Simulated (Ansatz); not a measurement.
A generator proposed this cell of P.

```
CELL_PARAMETERS angstrom
3.52309 0.00000 0.00000
0.00000 4.90207 0.00000
0.00000 0.00000 5.11421
ATOMIC_POSITIONS crystal
P 0.76237 0.77456 0.15395
P 0.23763 0.27456 0.34605
P 0.26237 0.72544 0.84605
P 0.73763 0.22544 0.65395
P 0.98068 0.40107 0.99633
P 0.01932 0.90107 0.50367
P 0.48068 0.09893 0.00367
P 0.51932 0.59893 0.49633
```

Method: DFT PBE, scalar-relativistic, plane waves, PAW (Ansatz). Settings: cutoff 420 eV, Γ-centred mesh 6×4×4 on the computed 8-atom cell, Gaussian smearing of 0.10 eV; no spin polarisation.

Energies count from the standard state of P at the same level. The references include black phosphorus.

Problem. How far from equilibrium is it?

Solution. The pressure is 75.9 GPa (the mean over three directions, positive in compression), the largest force is 1.82 eV/Å, and the energy is +1.40 eV/atom against the standard state. The shortest distance is 2.03 Å.

Problem. Is it a good guess?

Solution. A poor one: relaxing gains about 1.3 eV/atom (the start's value is from the coarse mesh, so the gain is rough) in 41 ionic steps and ends at +0.08 eV/atom on the finer mesh. The symmetry goes from P2_12_12_1 (No. 19) to I4/mmm (No. 139), and the primitive cell from 8 to 2 atoms. The volume per atom grows by 37.2 %, from 11.0 to 15.1 Å³. The shortest distance goes from 2.03 Å (P–P) to 2.27 Å (P–P). Conventional cell: a = 3.494 Å, c = 4.962 Å. P is surrounded by 1 P at 2.27 Å, 4 P at 2.48 Å and 1 P at 2.69 Å.

The last run used a 14×14×10 mesh (in the run's order of axes) for its 4-atom cell and Gaussian smearing of 0.10 eV. The reference form of P is held partly by dispersion forces, which this level lacks. The relaxation can't lower the symmetry of the start, and the grade says only how near the guess is to its own end. Symmetry constrained the relaxation, so the result can be a saddle point.
